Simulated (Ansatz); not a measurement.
# Fe: the cost of one run

Computed with Ansatz 0.2.0 (DFT PBEsol, scalar-relativistic, plane waves, PAW, unless a step's input says otherwise).

## Step 1: The starting structure

Symmetry: P6_3/mmc, No. 194, hexagonal system. The conventional cell has a = 2.779 Å, b = 2.779 Å, c = 7.568 Å, α = 90.00°, β = 90.00°, γ = 120.00°. Around Fe (site symmetry -6m2) lie 3 Fe at 1.60 Å.

Structure file:

```
CELL_PARAMETERS angstrom
2.77854 0.00000 0.00000
-1.38927 2.40628 0.00000
0.00000 0.00000 7.56756
ATOMIC_POSITIONS crystal
Fe 0.00000 0.00000 0.25000
Fe 0.00000 0.00000 0.75000
Fe 0.33333 0.66667 0.75000
Fe 0.66667 0.33333 0.25000
```

This is candidate A: graphite type (P6_3/mmc, No. 194).

(A quick probe on a coarse mesh, which set the mesh and smearing, is not shown.)

## Step 3: Rough relaxation on the coarse mesh (candidate A)

Contents of input.yaml:

```yaml
crystal:
  lattice:
    - [2.778537622, 0.0, 0.0]
    - [-1.389268811, 2.4062841661, 0.0]
    - [0.0, 0.0, 7.5675618161]
  atoms:
    - { symbol: Fe, position: [0.0, 0.0, 0.25] }
    - { symbol: Fe, position: [0.0, 0.0, 0.75] }
    - { symbol: Fe, position: [0.3333333333, 0.6666666667, 0.75] }
    - { symbol: Fe, position: [0.6666666667, 0.3333333333, 0.25] }
basis:
  ecutwfc: 420
kpoints:
  mp_grid: { grid: [9, 9, 2] }
hamiltonian:
  xc: pbesol
scf:
  occupations: { method: gaussian, width: 0.1 }
  lower_state_search: "off"
output:
  forces: true
  stress: true
  eigenvalues: true
relax:
  adjacent_minimum: "off"
  f_tol: 0.04
  max_steps: 70
  cell: { stress_tol: 0.4 }
```

Q: Estimate wall time and peak memory on 1 thread of an x86-64 CPU, shared host.

About 52 s, with a peak of 0.41 GiB.
